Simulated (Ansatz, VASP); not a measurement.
## C in VASP and in Ansatz

```
C
1.0
     1.21190    0.69969    3.30481
    -1.21190    0.69969    3.30481
     0.00000   -1.39938    3.30481
C
2
Direct
  0.16660 0.16660 0.16660
  0.83340 0.83340 0.83340
```

Change from the starting cell: mode 4 frozen in at +0.000 Å, equal normal strain along x, y and z -0.0167.

Alike in both runs: task single point; functional PBE; dispersion D3(BJ); k mesh 15 × 15 × 15; occupations gaussian, width 0.05 eV; no spin polarisation.

|  | VASP | Ansatz |
| --- | --- | --- |
| version | VASP 6.6.1 | Ansatz 0.2.0 |
| potentials or method | VASP PAW PBE potentials, release 64 (C) | scalar-relativistic, plane waves, PAW |
| plane-wave cutoff (eV) | 520 | 520 |
| valence electrons in the cell | 8 | 8 |

VASP gave:

| Quantity | Value |
| --- | --- |
| gap on the k mesh at the Fermi level (eV) | 0.70 |
| least direct gap on the mesh (eV) | 0.70 |
| pressure (GPa) | 17.0 |
| largest component of the traceless stress (GPa) | 16.48 |

Estimate Ansatz's values.

gap on the k mesh at the Fermi level (eV): 0.70; least direct gap on the mesh (eV): 0.70; pressure (GPa): 16.5; largest component of the traceless stress (GPa): 15.90.

Caveats: so large a pressure means that the cell lies far from this level's equilibrium, or that cutoff or potentials fall short (VASP); an odd mesh through Γ misses points on the zone boundary, where band edges often lie.
